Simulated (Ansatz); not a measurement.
# Bands of TePb

```
Pb Te
1.0
     0.00000    3.66740    3.66740
     3.66740    0.00000    3.66740
     3.66740    3.66740    0.00000
Pb Te
1 1
Direct
  0.00000 0.00000 0.00000
  0.25000 0.25000 0.25000
```

Atom numbers follow the list: Pb1, Te2.

The cell was built from the zincblende type and relaxed in the same program, and has space group F-43m; it needn't be a known or the stable phase.

Level of theory: Ansatz 0.2.0, DFT, PBE, all-electron LAPW, Dirac equation with spin-orbit coupling.

The runs use a Γ-centred 10×10×10 k mesh, Fermi–Dirac smearing of 0.05 eV, basis error target 1 meV/atom, no spin polarisation.

Points in fractions of the reciprocal vectors of this cell: Γ (0, 0, 0), X (-0.5, -0.5, 0), U (-0.375, -0.375, 0.25), K (-0.375, 0, 0.375), L (0, 0, 0.5), W (-0.5, -0.25, 0.25). The path joins them by straight lines in the order Γ–X–U–K–Γ–L–W–X; legs that retrace an earlier one aren't tabulated. Energies are in eV from the top of the valence band.

Task: List the levels at K between -14 and 6 eV.

Result: -10.55, -10.54, -8.33, -8.30, -3.32, -3.29, -2.69, -2.68, -0.79, -0.52, 0.98, 1.40, 3.02, 3.13, 3.64, 3.70, 4.99, 5.06.

Task: List the levels at L between -14 and 6 eV.

Result: -10.83 (×2), -7.91 (×2), -2.60 (×2), -2.17 (×2), -1.88 (×2), 1.56 (×2), 2.52 (×2), 3.48 (×2), 5.64 (×2).

Task: List the levels at W between -14 and 6 eV.

Result: -10.52, -10.51, -8.37, -8.34, -3.29, -3.24, -2.98, -2.89, -0.50, 0.00, 0.86, 2.11, 2.23, 2.63, 3.40, 3.60, 5.28, 5.64.

Task: What is the band gap?

Result: 0.28 eV, indirect from W (-0.5, -0.25, 0.25) to Γ (so small a gap may close at points that the mesh and path miss).
